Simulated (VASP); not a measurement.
## Si: single point with PBE

Slab: Si, a slab with vacuum.

```xyz
10
Lattice="3.8669 0.0000 0.0000 -1.9334 3.3488 0.0000 0.0000 0.0000 28.4185" Properties=species:S:1:pos:R:3 pbc="T T T"
Si    0.0000    2.2325    7.6526
Si    0.0000    0.0000    8.2818
Si    0.0000    0.0000   10.6672
Si    1.9334    1.1163   11.4400
Si    1.9334    1.1163   13.8160
Si    0.0000    2.2325   14.6025
Si    0.0000    2.2325   16.9785
Si    1.9334    3.3488   17.7513
Si    3.8669    0.0000   20.1367
Si    1.9334    1.1163   20.7659
```

The slab is cut from a database's or a generator's crystal, which needn't be the stable form of the element.

* Program: VASP 6.6.1
* Task: single point
* Functional: PBE
* Potentials or basis: VASP PAW PBE potentials, release 64 (Si)
* Cutoff: 520 eV
* k mesh: 9 × 9 × 1
* Occupations: gaussian, width 0.03 eV
* Spin: no spin polarisation

```yaml
Largest_force: 0.013 eV/Å
Band_gap_on_the_k_mesh: none (metal or under the smearing width)
Work_function_of_the_upper_face: 4.59 eV
Work_function_of_the_lower_face: 4.59 eV
```

Forces on the atoms (eV/Å):
```
Si   0.000  0.000  0.007
Si   0.000  0.000 -0.013
Si   0.000  0.000  0.004
Si   0.000  0.000  0.011
Si   0.000  0.000 -0.008
Si   0.000  0.000  0.008
Si   0.000  0.000 -0.011
Si   0.000  0.000 -0.004
Si   0.000  0.000  0.013
Si   0.000  0.000 -0.007
```

Levels at points of the mesh, in eV from the Fermi level:
```csv
k point,band 16,band 17,band 18,band 19,band 20,band 21,band 22,band 23,band 24,band 25
"(0.00, 0.00, 0.00)",-0.65,-0.65,-0.37,-0.37,0.07,0.68,1.28,1.55,1.84,2.41
```

Core levels (eV, on the scale of the bands):
```tsv
atom	levels
1 Si	1s -1778.6, 2s -132.6, 2p -88.6
2 Si	1s -1778.8, 2s -132.8, 2p -88.8
3 Si	1s -1779.0, 2s -133.0, 2p -89.0
4 Si	1s -1778.8, 2s -132.8, 2p -88.8
5 Si	1s -1778.9, 2s -132.9, 2p -88.9
6 Si	1s -1778.9, 2s -132.9, 2p -88.9
```

Wall time 79 s on 4 MPI ranks on Intel(R) Xeon(R) Platinum 8488C (Sapphire Rapids) (shared host), peak memory 0.49 GiB a rank.
